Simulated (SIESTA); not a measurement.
Runs of SIESTA 5.4.2 on TiAl. It takes space group P-6m2 (No. 187, hexagonal). Conventional cell: a = 2.867 Å, b = 2.867 Å, c = 4.678 Å, α = 90.00°, β = 90.00°, γ = 120.00°. Ti (site symmetry -6m2) is surrounded by 6 Al at 2.87 Å and 6 Ti at 2.87 Å. Al (site symmetry -6m2) has 6 Ti at 2.87 Å and 6 Al at 2.87 Å as nearest neighbours. The cell comes from a database or a generator and needn't be the stable form of this composition.

| level | potentials or basis | k mesh | force tolerance | optimiser | mesh quality | gap on the mesh (eV) | pressure (GPa) | relaxed volume (Å³/atom) |
| --- | --- | --- | --- | --- | --- | --- | --- | --- |
| PBE | PseudoDojo 0.5 standard (PBE files), DZP (energy shift 0.003 Ry; two zetas on semicore shells) | 8 × 8 × 4 | 0.01 eV/Å | - | not flagged | none | -0.1 | 16.79 |
| AM05 | PseudoDojo 0.4 standard (PBEsol files), DZP (energy shift 0.003 Ry; two zetas on semicore shells) | 6 × 6 × 3 | 0.04 eV/Å | Broyden | coarse | none | 0.0 | 16.27 |
| PBE | SPMS 1.0 (PBE files) or PseudoDojo by element, DZP (energy shift 0.003 Ry; two zetas on semicore shells) | 8 × 8 × 4 | 0.01 eV/Å | - | not flagged | none | -0.1 | 16.79 |
| LDA | PseudoDojo 0.4 standard (LDA files), DZP (energy shift 0.003 Ry; two zetas on semicore shells) | 6 × 6 × 3 | 0.04 eV/Å | Broyden | coarse | none | 0.1 | 15.79 |
| PBE | PseudoDojo 0.4 standard (PBE files), DZP (energy shift 0.003 Ry; two zetas on semicore shells) | 8 × 8 × 4 | 0.01 eV/Å | - | not flagged | none | -0.1 | 16.79 |
| PBE | PseudoDojo 0.4 stringent (PBE files), DZP (energy shift 0.003 Ry; two zetas on semicore shells) | 8 × 8 × 4 | 0.01 eV/Å | - | not flagged | none | -0.1 | 16.79 |
| PBE | Ansatz (PBE files), DZP (energy shift 0.003 Ry; two zetas on semicore shells) | 8 × 8 × 4 | 0.01 eV/Å | - | not flagged | none | 0.0 | (a) |
| PBE | SG15 1.2 with PseudoDojo 0.4 standard (PBE files), DZP (energy shift 0.003 Ry; two zetas on semicore shells) | 8 × 8 × 4 | 0.01 eV/Å | - | not flagged | none | 0.0 | 16.79 |
| PBEsol | PseudoDojo 0.4 standard (PBEsol files), DZP (energy shift 0.003 Ry; two zetas on semicore shells) | 6 × 6 × 3 | 0.04 eV/Å | Broyden | coarse | none | 0.1 | 16.32 |

Alike in all rows: task relaxation of cell and atoms; no spin polarisation; cell relaxed; smearing fermi-dirac 0.05 eV; grid cutoff 800 Ry; energy shift 0.003 Ry.

Task: Fill in the values left out.

Result: (a) 16.77.

Caveats: some runs use coarse meshes; the basis of atomic orbitals isn't converged, which shifts pressures, moduli and gaps; the potentials were made for another functional, which shifts forces and pressure (some runs).

A gap of «none» marks a metal or a gap under the smearing width.
